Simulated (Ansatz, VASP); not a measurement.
# NaI in VASP and in Ansatz

```
CELL_PARAMETERS angstrom
0.00000 3.19266 3.19266
3.19266 0.00000 3.19266
3.19266 3.19266 0.00000
ATOMIC_POSITIONS crystal
I 0.50000 0.50000 0.50000
Na 0.00000 0.00000 0.00000
```

Change from the starting cell: volume scaled by 0.96.

Alike in both runs: task single point; functional PBE; k mesh 7 × 7 × 7; occupations fermi-dirac, width 0.05 eV; no spin polarisation.

|  | VASP | Ansatz |
| --- | --- | --- |
| version | VASP 6.6.1 | Ansatz 0.2.0 |
| potentials or method | VASP PAW PBE potentials, release 64 (I, Na_pv) | Ansatz PAW |
| plane-wave cutoff (eV) | 520 | 420 |
| valence electrons in the cell | 14 | 26 |

|  | VASP | Ansatz | Ansatz less VASP |
| --- | --- | --- | --- |
| gap on the k mesh at the Fermi level (eV) | 3.75 | 3.76 | +0.004 |
| least direct gap on the mesh (eV) | 3.75 | 3.76 | +0.004 |
| pressure (GPa) | 1.2 | 1.2 | -0.01 |

The functional is the same, so the differences come from potentials, cutoffs and numerics. The two sets of potentials don't hold the same shells in valence.

Caveats: spin-orbit coupling is left out, which moves the levels of the heavy elements; odd divisions of the mesh miss points on the zone boundary, where band edges often lie, so the gap on the mesh can be too wide (Ansatz).
